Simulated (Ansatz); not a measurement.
# Ni: one cell, many SCF starts, part 2 of 2

How much does the result for Ni depend on the starting moments? The same cell is run from several starts. Ni is taken in the measured crystal structure (space group Fm-3m, primitive cell doubled), 2 atoms in the cell. Source: COD entry 9013029, which need not be the ambient phase.

Ansatz 0.2.0; DFT PBE, PAW, plane waves, scalar-relativistic. The steps go on from the part before.

**8. A moment on one site alone, plain SCF**

The COD cell was measured well above room temperature, so it is larger than a cold one.

The input, input.yaml:

```yaml
crystal:
  lattice:
    - [0.0, -1.7855, -1.7855]
    - [-3.571, -1.7855, -1.7855]
    - [0.0, 1.7855, -1.7855]
  atoms:
    - { symbol: Ni, position: [0.0, 0.0, 0.0], spin: 2.0 }
    - { symbol: Ni, position: [0.0, 0.5, 0.5] }
magnetization:
  spin_polarized: true
hamiltonian:
  xc: pbe
  pseudopotentials: { kind: paw }
basis:
  ecutwfc: 420
kpoints:
  mp_grid: { grid: [13, 8, 11] }
scf:
  occupations: { method: gaussian, width: 0.1 }
  lower_state_search: "off"
output:
  forces: true
  stress: true
```

Launch:

```console
> ansatz run input.yaml --threads 2 --pin off --max-ram 5120MiB --backend cpu --events-out ev --progress --plain --runs-dir out
```

Log (excerpt; [...] marks lines left out):

```text
[... 18 lines as in an earlier run ...]
Starting moments: Σ|m| = 2 μB on 1 of 2 sites
[... 2 lines as in an earlier run ...]
SCF iter   1: F=—  HF=-11679.210596 eV  |F-HF|=—  |Δ(HF+E_count)|=         —  Δρ=1.11e-1 (↑1.11e-1 ↓3.94e-2)  dr2=2.72e0  dr2_m=7.26e-1  M=1.437 μB ∫|m|=1.550 μB  β_m=0.30  ethr=3.10e-3  ⟨swp⟩=4.8  Hψ=52730  notcnv=0
[...]
spin-set hold released at iteration 5 (the charge has settled, or the pull on large starting moments outlasts its swing): the magnetisation degrees of freedom join the quasi-Newton model from the next iteration; the mixer history was flushed
[...]
SCF iter  20: F=-11679.425151 eV  HF=-11679.425151 eV  |F-HF|=1.26e-9  |Δ(HF+E_count)|=   1.40e-7  Δρ=3.69e-6 (↑2.75e-6 ↓3.69e-6)  dr2=1.64e-9  dr2_m=8.24e-10  M=1.272 μB ∫|m|=1.468 μB  ethr=2.78e-10  ⟨swp⟩=3.0  Hψ=54603  notcnv=0
[...]
SCF converged after 20 iterations
Magnetization: 1.2722 μB (18.6361 up, 17.3639 down)
Absolute magnetization: 1.4701 μB (∫|ρ↑−ρ↓|, with the PAW one-centre terms)
Spin contamination: 0.0154 ħ² per cell (⟨S²⟩ above its minimum at these occupations)
Per-site moments (μB) at R_I (Å): [(0.6773443230206144, 1.0415948051920791), (0.6773476713119075, 1.0415948051920791)]
Free energy (F): -11679.425151 eV
[...]
E sigma→0 (E₀):  -11679.416316 eV
Entropy (-TS):   -0.017669 eV (-8.834 meV/atom)
Fermi energy:    17.178296 eV
[... 24 lines left out: energy terms, forces, stress ...]
```

It took 8.7 s on 2 threads of Intel Xeon 6975P-C (Granite Rapids), shared host; peak memory 0.53 GiB.

The run ends in the same state as step 2 (ferromagnetic); it took 20 iterations.

**9. Parallel moments, Broyden mixing, no switch to direct minimisation**

input.yaml, as its differences from that of step 8:

```diff
@@ -7,3 +7,3 @@
     - { symbol: Ni, position: [0.0, 0.0, 0.0], spin: 2.0 }
-    - { symbol: Ni, position: [0.0, 0.5, 0.5] }
+    - { symbol: Ni, position: [0.0, 0.5, 0.5], spin: 2.0 }
 magnetization:
@@ -20,2 +20,4 @@
   lower_state_search: "off"
+  algorithm: density_mixing
+  mixing: { algorithm: broyden, beta: 0.3 }
 output:
```

Launch:

```console
> ansatz run input.yaml --threads 2 --pin off --max-ram 5120MiB --backend cpu --events-out ev --progress --plain --runs-dir out
```

Log (excerpt; [...] marks lines left out):

```text
[... 18 lines as in an earlier run ...]
Starting moments: Σ|m| = 4 μB on 2 of 2 sites
[... 3 lines as in an earlier run ...]
SCF iter   1: F=—  HF=-11678.888335 eV  |F-HF|=—  |Δ(HF+E_count)|=         —  Δρ=1.28e-1 (↑1.09e-1 ↓1.28e-1)  dr2=5.06e-2  dr2_m=2.91e0  M=1.875 μB ∫|m|=2.102 μB  β_m=0.56  ethr=1.41e-4  ⟨swp⟩=1.0  Hψ=75085  notcnv=0
[...]
[... 1 line as in an earlier run ...]
[...]
SCF iter  13: F=-11679.425151 eV  HF=-11679.425151 eV  |F-HF|=4.64e-8  |Δ(HF+E_count)|=   5.03e-8  Δρ=7.78e-6 (↑7.78e-6 ↓6.47e-6)  dr2=1.00e-8  dr2_m=1.90e-9  M=1.272 μB ∫|m|=1.469 μB  ethr=2.78e-10  ⟨swp⟩=3.2  Hψ=41436  notcnv=0
[...]
this state was not tested for a lower state beside it, because the mixer in use, unlike msr1, does not test its closes by its own steps (another_mixer; see scf.mixing.algorithm and scf.lower_state_search)
SCF converged after 13 iterations
Magnetization: 1.2722 μB (18.6361 up, 17.3639 down)
Absolute magnetization: 1.4702 μB (∫|ρ↑−ρ↓|, with the PAW one-centre terms)
Spin contamination: 0.0154 ħ² per cell (⟨S²⟩ above its minimum at these occupations)
Per-site moments (μB) at R_I (Å): [(0.6773769757241748, 1.0415948051920791), (0.6773769757241745, 1.0415948051920791)]
Free energy (F): -11679.425151 eV
[...]
E sigma→0 (E₀):  -11679.416317 eV
Entropy (-TS):   -0.017667 eV (-8.834 meV/atom)
Fermi energy:    17.178347 eV
[... 24 lines left out: energy terms, forces, stress ...]
```

Wall time 6.6 s (2 threads of Intel Xeon 6975P-C (Granite Rapids), shared host); peak memory 0.53 GiB.

This is the state of step 2 again (ferromagnetic), after 13 iterations.

**10. All ends together**

```csv
step,iterations,state,moments of Ni1 Ni2 (μB),total (μB),gap (eV),pressure (GPa),above lowest (meV/atom)
2,10,1,0.68 0.68,1.27,none,-8.0,0.0
3,16,2,0.18 -0.18,0.00,none,-8.8,59.6
4,6,3,0.00 0.00,0.00,none,-9.0,60.5
5,11,1,0.68 0.68,1.27,none,-8.0,0.0
6,13,1,0.68 0.68,1.27,none,-8.0,0.0
7,22,1,0.68 0.68,1.27,none,-8.0,0.0
8,20,1,0.68 0.68,1.27,none,-8.0,0.0
9,13,1,0.68 0.68,1.27,none,-8.0,0.0
```

States are numbered from the lowest. Starts by step: 2 parallel moments, plain SCF; 3 opposed moments +-, plain SCF; 4 no spin polarisation; 5 spin on, no moments given (the program may seed its own), plain SCF; 6 parallel moments scaled by 0.1, plain SCF; 7 moments ++ scaled by 1.4, plain SCF; 8 a moment on one site alone, plain SCF; 9 parallel moments, Broyden mixing, no switch to direct minimisation.

The 8 runs of this session took 53 s in all, from 1.9 s to 10 s each.

Decimal logarithm of the largest residual (eV) by iteration, counted through all cycles of a run (7 of the 8 runs):

```csv
iteration,step 2,step 3,step 4,step 5,step 6,step 7,step 8
1,0.5,0.6,-3.0,0.8,-0.6,0.9,0.4
2,0.2,0.4,-3.7,-0.4,-1.1,0.7,0.9
3,-1.4,-0.2,-4.7,-0.6,-1.5,0.5,0.1
4,-1.2,-1.0,-6.1,-0.3,-2.0,0.2,0.1
5,-2.8,-1.9,-7.2,-2.3,-2.3,0.0,-0.1
7,-5.2,-4.5,-,-3.2,-2.4,-0.4,1.4
9,-7.7,-5.6,-,-6.1,-1.7,-0.7,-0.6
11,-,-6.8,-,-9.0,-3.8,-1.1,-1.6
12,-,-8.2,-,-,-5.7,-1.2,-1.4
14,-,-7.8,-,-,-,-1.6,-1.8
16,-,-9.8,-,-,-,-2.0,-5.4
18,-,-,-,-,-,-1.8,-4.7
20,-,-,-,-,-,-6.1,-8.8
22,-,-,-,-,-,-8.5,-
```

**11. Outcome**

What follows sums up all 2 parts.

```
                      quantity                                                      value
               distinct states                                    3 from 8 converged runs
lowest state from plain starts                                              ferromagnetic
                   its moments                                      Ni1 0.68, Ni2 0.68 μB
                  total moment                                           1.27 μB per cell
             gap on the k-mesh                                                       none
                      pressure                                                   -8.0 GPa
                 largest force                                                 0.000 eV/Å
                    next state                    antiferromagnetic, 59.6 meV/atom higher
                 highest state  non-magnetic (no spin polarisation), 60.5 meV/atom higher
```

**Reading.** The 8 converged runs end in 3 distinct states. Switching spin polarisation off costs 60.5 meV/atom in free energy, smearing entropy included. The best antiferromagnetic state lies 59.6 meV/atom above the best ferromagnetic one. The search isn't exhaustive: larger magnetic cells and non-collinear orders weren't tried. The mesh has less symmetry than the lattice, which lowers the symmetry of the run.
